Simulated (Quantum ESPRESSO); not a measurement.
The system is PbO (Litharge).

```
Pb O
1.0
     3.99000    0.00000    0.00000
     0.00000    3.99000    0.00000
     0.00000    0.00000    5.01000
Pb O
2 2
Direct
  0.50000 0.00000 0.76000
  0.00000 0.50000 0.24000
  0.50000 0.50000 0.00000
  0.00000 0.00000 0.00000
```

Base run:

| Quantity | Value |
| --- | --- |
| Program | Quantum ESPRESSO 7.5 |
| Functional | AM05 |
| Potentials or basis | GBRV 1.5 PBE |
| Cutoff | 612 eV |
| Density cutoff | 4898 eV |
| k mesh | 6 × 6 × 4, shifted |
| Occupations | fermi-dirac, width 0.05 eV |
| Spin | no spin polarisation |

Its results: pressure -0.2 GPa; largest force 0.370 eV/Å; electronic dielectric tensor (diagonal) 6.87, 6.87, 6.25.

**Question.** After a change of settings the same cell gave: pressure -1.0 GPa; largest force 0.298 eV/Å; electronic dielectric tensor (diagonal) 6.99, 6.99, 6.39. Which change was it?
A. functional from AM05 to LDA; potentials or basis from GBRV 1.5 PBE to GBRV 1.5 LDA
B. functional from AM05 to BLYP
C. functional from AM05 to WC
D. functional from AM05 to PBE

**Answer.** C.

Caveats: the potentials were made for another functional, which shifts forces and pressure.
